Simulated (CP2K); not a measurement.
# BN (P6_3/mmc) in CP2K: settings compared

Aim: see how the results for BN move with the level of theory and the settings. Levels: PBE, RPBE, BLYP, B3LYP+D4, PBE0-TC-LRC. Tasks: single point, atomic charges.

Everything below comes from runs of CP2K 2026.2. Logs are shortened: lines on timing, memory, paths and dates and some standing lists are left out, and cuts for length are marked.

### Step 1. The crystal as given

The structure is hexagonal, space group P6_3/mmc (No. 194). The conventional cell has a = 2.498 Å, b = 2.498 Å, c = 6.636 Å, α = 90.00°, β = 90.00°, γ = 120.00°. N (site symmetry -6m2) is surrounded by 3 B at 1.44 Å. B (site symmetry -6m2) is surrounded by 3 N at 1.44 Å.

### Step 2. Single point, PBE

bn_scf.inp

```
&GLOBAL
  PROJECT bn_scf
  RUN_TYPE ENERGY_FORCE
  PRINT_LEVEL LOW
&END GLOBAL
&FORCE_EVAL
  METHOD QS
  STRESS_TENSOR ANALYTICAL
  &DFT
    BASIS_SET_FILE_NAME BASIS_MOLOPT_UZH
    POTENTIAL_FILE_NAME POTENTIAL_UZH
    &MGRID
      CUTOFF 450
      REL_CUTOFF 60
      NGRIDS 5
    &END MGRID
    &QS
      METHOD GPW
      EPS_DEFAULT 1.0E-10
    &END QS
    &KPOINTS
      SCHEME MONKHORST-PACK 12 12 4
      GAMMA_CENTERED T
      SYMMETRY T
      SYMMETRY_BACKEND SPGLIB
    &END KPOINTS
    &SCF
      SCF_GUESS ATOMIC
      EPS_SCF 1.0E-6
      MAX_SCF 100
      ADDED_MOS 14
      CHOLESKY OFF
      EPS_EIGVAL 1.0E-7
      &DIAGONALIZATION ON
        ALGORITHM STANDARD
      &END DIAGONALIZATION
      &MIXING ON
        METHOD BROYDEN_MIXING
        ALPHA 0.4
        BETA 1.5
        NBUFFER 8
      &END MIXING
      &SMEAR ON
        METHOD GAUSSIAN
        SIGMA [eV] 0.02
      &END SMEAR
    &END SCF
    &XC
      &XC_FUNCTIONAL
        &GGA_X_PBE
        &END GGA_X_PBE
        &GGA_C_PBE
        &END GGA_C_PBE
      &END XC_FUNCTIONAL
    &END XC
    &PRINT
      &KPOINTS ON
      &END KPOINTS
      &MULLIKEN ON
      &END MULLIKEN
      &MO ON
        ENERGIES T
        OCCUPATION_NUMBERS T
        &EACH
          QS_SCF 0
        &END EACH
        ADD_LAST NUMERIC
      &END MO
      &LOWDIN ON
      &END LOWDIN
      &HIRSHFELD ON
        SHAPE_FUNCTION DENSITY
      &END HIRSHFELD
    &END PRINT
  &END DFT
  &SUBSYS
    &CELL
      A 2.4982400000 0.0000000000 0.0000000000
      B -1.2491200000 2.1635393048 0.0000000000
      C 0.0000000000 0.0000000000 6.6357000000
      PERIODIC XYZ
    &END CELL
    &COORD
      N   1.2491200001 0.7211797682 1.6589250000
      N   -0.0000000001 1.4423595366 4.9767750000
      B   1.2491200001 0.7211797682 4.9767750000
      B   -0.0000000001 1.4423595366 1.6589250000
    &END COORD
    &KIND N
      BASIS_SET TZVP-MOLOPT-PBE-GTH-q5
      POTENTIAL GTH-PBE-q5
    &END KIND
    &KIND B
      BASIS_SET TZVP-MOLOPT-PBE-GTH-q3
      POTENTIAL GTH-PBE-q3
    &END KIND
    &PRINT
      &ATOMIC_COORDINATES ON
      &END ATOMIC_COORDINATES
      &CELL ON
      &END CELL
      &SYMMETRY ON
      &END SYMMETRY
    &END PRINT
  &END SUBSYS
  &PRINT
    &FORCES ON
    &END FORCES
    &STRESS_TENSOR ON
    &END STRESS_TENSOR
  &END PRINT
&END FORCE_EVAL
```

Potentials or basis: POTENTIAL_UZH N GTH-PBE-q5, B GTH-PBE-q3; TZVP-MOLOPT-PBE-GTH basis.

The run is started by

```bash
OMP_NUM_THREADS=1 cp2k.psmp -i bn_scf.inp -o bn_scf.out
```

bn_scf.out:

```text

 CP2K| version string:                                       CP2K version 2026.2
 CP2K| Input file name                                                bn_scf.inp

 GLOBAL| Force Environment number                                              1
 GLOBAL| Basis set file name                                    BASIS_MOLOPT_UZH
 GLOBAL| Potential file name                                       POTENTIAL_UZH
 GLOBAL| MM Potential file name                                     MM_POTENTIAL
 GLOBAL| Coordinate file name                                      __STD_INPUT__
 GLOBAL| Method name                                                        CP2K
 GLOBAL| Project name                                                     bn_scf
 GLOBAL| Run type                                                   ENERGY_FORCE
 GLOBAL| FFT library                                                       FFTW3
[... 8 lines left out ...]
 GLOBAL| CPU model name                                                  UNKNOWN

 CELL| Volume [angstrom^3]:                                            35.866227
 CELL| Vector a [angstrom]:       2.498     0.000     0.000   |a| =     2.498240
 CELL| Vector b [angstrom]:      -1.249     2.164     0.000   |b| =     2.498240
 CELL| Vector c [angstrom]:       0.000     0.000     6.636   |c| =     6.635700
 CELL| Angle (b,c), alpha [degree]:                                    90.000000
 CELL| Angle (a,c), beta  [degree]:                                    90.000000
 CELL| Angle (a,b), gamma [degree]:                                   120.000000
 CELL| Numerically orthorhombic:                                              NO
 CELL| Periodicity                                                           XYZ

 CELL_REF| Volume [angstrom^3]:                                        35.866227
 CELL_REF| Vector a [angstrom     2.498     0.000     0.000   |a| =     2.498240
 CELL_REF| Vector b [angstrom    -1.249     2.164     0.000   |b| =     2.498240
 CELL_REF| Vector c [angstrom     0.000     0.000     6.636   |c| =     6.635700
 CELL_REF| Angle (b,c), alpha [degree]:                                90.000000
 CELL_REF| Angle (a,c), beta  [degree]:                                90.000000
 CELL_REF| Angle (a,b), gamma [degree]:                               120.000000
 CELL_REF| Numerically orthorhombic:                                          NO
 CELL_REF| Periodicity                                                       XYZ
[... 10 lines left out ...]

  Total number of            - Atomic kinds:                                   2
                             - Atoms:                                          4
                             - Shell sets:                                     4
                             - Shells:                                        28
                             - Primitive Cartesian functions:                 20
                             - Cartesian basis functions:                     72
                             - Spherical basis functions:                     68

  Maximum angular momentum of- Orbital basis functions:                        2
                             - Local part of the GTH pseudopotential:          2
[... 136 lines left out ...]
  Smearing free energy correction:                              0.00000000000000
  Fermi energy:                                                 0.22102785301250

  Total energy:                                               -25.75356111812270
  Total energy (extrapolated to sigma->0):                    -25.75356111812270

 MO| EIGENVALUES AND OCCUPATION NUMBERS FOR K POINT 1
 MO|
 MO|  Index      Eigenvalue [a.u.]        Eigenvalue [eV]             Occupation
 MO|      1              -0.401693             -10.930618               2.000000
 MO|      2              -0.400120             -10.887810               2.000000
 MO|      3              -0.191055              -5.198878               2.000000
 MO|      4              -0.189043              -5.144117               2.000000
 MO|      5              -0.077303              -2.103528               2.000000
 MO|      6              -0.075340              -2.050098               2.000000
[... 391 lines left out ...]
 MO|     21               0.984163              26.780429               0.000000
 MO|     22               1.088127              29.609429               0.000000
 MO| Sum:                                                              16.000000
 MO| E(Fermi):            0.221028 a.u.          6.014474 eV
 MO| Band gap:            0.259668 a.u.          7.065937 eV

 [... the levels of further k-points ...]

 !-----------------------------------------------------------------------------!
                     Mulliken Population Analysis

 #  Atom  Element  Kind  Atomic population                           Net charge
       1     N        1          5.532026                             -0.532026
       2     N        1          5.532026                             -0.532026
       3     B        2          2.467974                              0.532026
       4     B        2          2.467974                              0.532026
 # Total charge                             16.000000                 -0.000000

 !-----------------------------------------------------------------------------!

 !-----------------------------------------------------------------------------!
                           Hirshfeld Charges

  #Atom  Element  Kind  Ref Charge     Population                    Net charge
      1       N      1       5.000          5.214                        -0.214
      2       N      1       5.000          5.214                        -0.214
      3       B      2       3.000          2.786                         0.214
      4       B      2       3.000          2.786                         0.214

  Total Charge                                                           -0.000
 !-----------------------------------------------------------------------------!

 LOWDIN POPULATION ANALYSIS

 #  Atom  Element  Kind  Atomic population                           Net charge
       1     N        1          4.656086                              0.343914
       2     N        1          4.656086                              0.343914
       3     B        2          3.343914                             -0.343914
       4     B        2          3.343914                             -0.343914
 # Total charge                             16.000000                 -0.000000

 ENERGY| Total FORCE_EVAL ( QS ) energy [hartree]            -25.753559973261940

 FORCES| Atomic forces [hartree/bohr]
 FORCES|   Atom     x               y               z               |f|
 FORCES|      1  1.35533371E-07 -1.10934165E-07 -7.29107952E-10   1.75146268E-07
 FORCES|      2 -1.35533376E-07  1.10934164E-07  7.29107670E-10   1.75146271E-07
 FORCES|      3  6.53160067E-08 -5.68351320E-08 -1.21555780E-09   8.65903605E-08
 FORCES|      4 -6.53160077E-08  5.68351331E-08  1.21555640E-09   8.65903620E-08
 FORCES| Sum    -5.94749944E-15  3.77215112E-16 -1.67506758E-15
 FORCES| Total atomic force                                       6.19038708E-15

 STRESS| Analytical stress tensor [bar]
 STRESS|                        x                   y                   z
 STRESS|      x        6.34655011793E+04  -7.20617455218E+00   5.39191564476E-05
 STRESS|      y       -7.20617455218E+00   6.34579871569E+04   5.24150129067E-05
 STRESS|      z        5.39191564476E-05   5.24150129067E-05   2.97970339527E+04
 STRESS| 1/3 Trace                                             5.22401740963E+04
 STRESS| Determinant                                           1.20004363185E+14

 STRESS| Eigenvectors and eigenvalues of the analytical stress tensor [bar]
 STRESS|                        1                   2                   3
 STRESS| Eigenvalues   2.97970339527E+04   6.34536174169E+04   6.34698709193E+04
 STRESS|      x          -0.000000001602      0.518506635508      0.855073604396
 STRESS|      y          -0.000000001557      0.855073604396     -0.518506635508
 STRESS|      z           1.000000000000      0.000000002162      0.000000000562
```

It took 50 s on 1 thread of Arm Neoverse V1, shared host; peak memory 0.28 GiB.

Results:

| Item | Value |
| --- | --- |
| Free energy | -700.7900 eV |
| Pressure | 5.2 GPa |
| Band gap on the k mesh | 4.30 eV, indirect (least direct gap 4.65 eV) |
| Mulliken charges | N -0.53; B +0.53 e |
| Hirshfeld charges | N -0.21; B +0.21 e |

Levels at points of the mesh, in eV from the valence-band top:
| k point | band 4 | band 5 | band 6 | band 7 | band 8 | band 9 | band 10 | band 11 | band 12 | band 13 |
| --- | --- | --- | --- | --- | --- | --- | --- | --- | --- | --- |
| (0.00, 0.00, 0.00) | -4.12 | -1.43 | -1.43 | -1.39 | -1.39 | 5.55 | 10.37 | 11.48 | 11.48 | 11.61 |
| (0.00, 0.00, 0.50) | -5.30 | -1.41 | -1.41 | -1.41 | -1.41 | 7.73 | 7.73 | 11.55 | 11.55 | 11.55 |
| (0.00, 0.50, 0.00) | -8.94 | -4.26 | -4.19 | -1.45 | -0.43 | 4.30 | 5.66 | 9.63 | 10.09 | 13.02 |
| (0.00, 0.50, 0.50) | -8.98 | -4.22 | -4.22 | -0.92 | -0.92 | 4.76 | 4.76 | 10.04 | 10.04 | 14.20 |

Caveat: Mulliken charges move with the basis; this functional lacks dispersion, which binds the layers, so the pressure and a relaxed spacing across them are unreliable; the basis of atomic orbitals isn't converged, which shifts pressures, moduli and gaps. A k mesh can miss the band edges.

### Step 3. Single point, RPBE

Edit bn_scf.inp of step 2 so:

```diff
@@ -14,3 +14,3 @@
       REL_CUTOFF 60
-      NGRIDS 5
+      NGRIDS 4
     &END MGRID
@@ -44,3 +44,3 @@
         METHOD GAUSSIAN
-        SIGMA [eV] 0.02
+        SIGMA [eV] 0.05
       &END SMEAR
@@ -49,4 +49,4 @@
       &XC_FUNCTIONAL
-        &GGA_X_PBE
-        &END GGA_X_PBE
+        &GGA_X_RPBE
+        &END GGA_X_RPBE
         &GGA_C_PBE
@@ -68,7 +68,2 @@
       &END MO
-      &LOWDIN ON
-      &END LOWDIN
-      &HIRSHFELD ON
-        SHAPE_FUNCTION DENSITY
-      &END HIRSHFELD
     &END PRINT
@@ -101,4 +96,2 @@
       &END CELL
-      &SYMMETRY ON
-      &END SYMMETRY
     &END PRINT
```

Potentials or basis: POTENTIAL_UZH N GTH-PBE-q5, B GTH-PBE-q3; TZVP-MOLOPT-PBE-GTH basis.

The run is started by

```bash
OMP_NUM_THREADS=1 cp2k.psmp -i bn_scf.inp -o bn_scf.out
```

Run time: 50 s. Hardware: 1 thread of Arm Neoverse V1, shared host; peak memory 0.27 GiB.

It converged, with:

```
Free energy            : -701.3528 eV
Pressure               : 6.3 GPa
Band gap on the k mesh : 4.40 eV, indirect (least direct gap 4.69 eV)
Mulliken charges       : N -0.55; B +0.55 e
```

Stress tensor (GPa, compression positive):
```
6.90 0.00 0.00
0.00 6.90 0.00
0.00 0.00 5.05
```

Levels at points of the mesh, in eV from the valence-band top:
```tsv
k point	band 5	band 6	band 7	band 8	band 9	band 10	band 11	band 12
(0.00, 0.00, 0.00)	-1.43	-1.43	-1.40	-1.40	5.86	10.57	11.49	11.49
(0.00, 0.00, 0.50)	-1.42	-1.42	-1.42	-1.42	7.99	7.99	11.55	11.55
(0.00, 0.50, 0.00)	-4.26	-4.20	-1.42	-0.44	4.40	5.69	9.72	10.13
(0.00, 0.50, 0.50)	-4.23	-4.23	-0.91	-0.91	4.84	4.84	10.09	10.09
```

Caveat: Mulliken charges move with the basis; the potentials were made for another functional, which shifts forces and pressure; this functional lacks dispersion, which binds the layers, so the pressure and a relaxed spacing across them are unreliable; the basis of atomic orbitals isn't converged, which shifts pressures, moduli and gaps. Expect the measured gap to be larger: semilocal functionals such as RPBE lack the derivative discontinuity.

[end of part 1 of 2]
